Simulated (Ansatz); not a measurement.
## Structure search for Ta5N

These are results of DFT PBE, scalar-relativistic, plane waves, PAW (Ansatz), not measurements. All cells share a 420 eV cutoff and Γ-centred k meshes spaced at most about 0.3 Å⁻¹ (about 0.25 or finer for metals, 2π included). No spin polarisation.

The zero of energy is the elements' standard structures at the same level (N₂ as a molecule); no fitted shifts are applied.

Temperature and zero-point effects are left out. Larger cells and other orderings weren't all tried, so the list isn't exhaustive. For metals, differences of a few meV/atom aren't resolved. These runs have no spin–orbit coupling, which can matter for Ta.

Invented guesses were relaxed alike, and ends that match in structure were merged. ΔE counts from the first row. Coordination counts Ta atoms around N (those within 1.25 times the shortest such distance or 1.15 times the sum of covalent radii, 1.27 where that leaves under three; a plus sign parts nearer from farther groups). The ends were matched against large subsets of the Crystallography Open Database and the Materials Project, so a missing match doesn't prove that a structure is unreported.

```
#                         reached from  type and space group  atoms  Å³/atom  coordination  ΔE (meV/atom)  gap on mesh (eV)  in databases
1  a cell proposed by chemical analogy      I4/mmm (No. 139)      6     16.0         N 2+4              0              0.00      no match
2  a cell proposed by chemical analogy         I4/m (No. 87)      6     16.3           N 6             47              0.00      no match
3  a cell proposed by chemical analogy      P4/nmm (No. 129)     12     15.8           N 6             48              0.00      no match
4  a cell proposed by chemical analogy       P-3m1 (No. 164)      6     16.3           N 6             71              0.00      no match
```

The lowest: Space group I4/mmm (No. 139), tetragonal, a = 3.251 Å, c = 18.188 Å. Ta on a site of symmetry 4mm is surrounded by 1 N at 2.06 Å, 4 Ta at 2.83 Å and 9 Ta at 3.09–3.32 Å; Ta on a site of symmetry 4/mmm has 4 N at 2.30 Å, 12 Ta at 3.09–3.25 Å and 2 Ta at 3.71 Å; Ta on a second site of symmetry 4mm has 8 Ta at 2.83–2.84 Å, 5 Ta at 3.25–3.32 Å and 1 Ta at 3.71 Å; around N lie 2 Ta at 2.06 Å and 4 Ta at 2.30 Å. Its energy over the elements is −0.37 eV/atom. It lies below the elements, which doesn't yet make it stable against other compounds or structures. An observed structure of this formula, if there is one, may be missing.

```
CELL_PARAMETERS angstrom
-1.62542 1.62542 9.09396
1.62542 -1.62542 9.09396
1.62542 1.62542 -9.09396
ATOMIC_POSITIONS crystal
Ta 0.61319 0.61319 0.00000
Ta 0.38681 0.38681 0.00000
Ta 0.00000 0.00000 0.00000
Ta 0.20403 0.20403 0.00000
Ta 0.79597 0.79597 0.00000
N 0.50000 0.50000 0.00000
```

The second: Space group I4/m (No. 87), tetragonal, a = 6.931 Å, c = 4.084 Å. Around Ta on a site of symmetry 4/m lie 2 N at 2.04 Å and 12 Ta at 3.01–3.07 Å; around Ta on a site of symmetry m lie 1 N at 2.21 Å and 12 Ta at 2.97–3.13 Å; N is surrounded by 2 Ta at 2.04 Å and 4 Ta at 2.21 Å. Counting Ta atoms around N, the first has N 2+4 and the second has N 6. Cells relaxed within their symmetry can be saddle points. Some types were kept out of the candidates beforehand, so the set may lack a known form.
